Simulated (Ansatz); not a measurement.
**HgTe: pressure against volume**

One table from this session's results is given with a row withheld; the runs are named, their logs left out.

Computed with Ansatz 0.2.0 (DFT PBE, scalar-relativistic, unless a step's input says otherwise).

**The starting structure**

Symmetry: F-43m, No. 216, cubic system. Conventional cell: a = 6.447 Å, b = 6.447 Å, c = 6.447 Å, α = 90.00°, β = 90.00°, γ = 90.00°. Hg (site symmetry -43m) is surrounded by 4 Te at 2.79 Å. Around Te (site symmetry -43m) lie 4 Hg at 2.79 Å.

As a file:

```
Hg Te
1.0
     0.00000    3.22350    3.22350
     3.22350    0.00000    3.22350
     3.22350    3.22350    0.00000
Hg Te
1 1
Direct
  0.00000 0.00000 0.00000
  0.75000 0.75000 0.75000
```

Structure: COD 1539232, as refined from experiment and not relaxed.

Atoms are numbered in the order of the input: Hg1, Te2.

The first run:

input.yaml

```yaml
crystal:
  lattice:
    - [0.0, 3.1582555974, 3.1582555974]
    - [3.1582555974, 0.0, 3.1582555974]
    - [3.1582555974, 3.1582555974, 0.0]
  atoms:
    - { symbol: Hg, position: [0.0, 0.0, 0.0] }
    - { symbol: Te, position: [0.75, 0.75, 0.75] }
kpoints:
  mp_grid: { grid: [9, 9, 9] }
scf:
  occupations: { method: fermi_dirac, width: 0.05 }
hamiltonian:
  xc: pbe
  pseudopotentials: { kind: all_electron, lapw: { basis_error: 0.0005 } }
output:
  forces: true
  stress: true
  eigenvalues: true
```

Among the steps run: Volume × 0.9405, LAPW; Volume × 0.9405, PAW; Volume × 0.9405, crystal datasets; Volume × 0.97, LAPW; Volume × 0.97, PAW; Volume × 1.03, LAPW; Volume × 1.03, PAW; Volume × 1.06, LAPW; Volume × 1.06, PAW; Volume × 1.06, crystal datasets.

One of the session's tables, all rows but one given; the rest of the session is left out.

It belongs to the step «Fits». 

```
          method  volume (Å³/atom)  pressure (GPa)
            LAPW            31.502            7.91
            LAPW            32.490            5.84
            LAPW            33.495            4.07
            LAPW            34.500            2.58
            LAPW            35.505            1.32
             PAW            31.502            7.90
             PAW            32.490            5.84
             PAW            33.495            4.07
             PAW            34.500            2.58
             PAW            35.505            1.32
crystal datasets            31.502            7.91
crystal datasets            33.495               ?
crystal datasets            35.505            1.32
```

Q: Estimate the row for crystal datasets, 33.495 from the others.

The run gave: pressure (GPa): 4.08. In the column «pressure (GPa)» it lies between PAW, 33.495 (4.07) and LAPW, 32.490 (5.84).

Caveats from the session: Warnings in the runs' records: gradients without spin orbit, crystal datasets made.
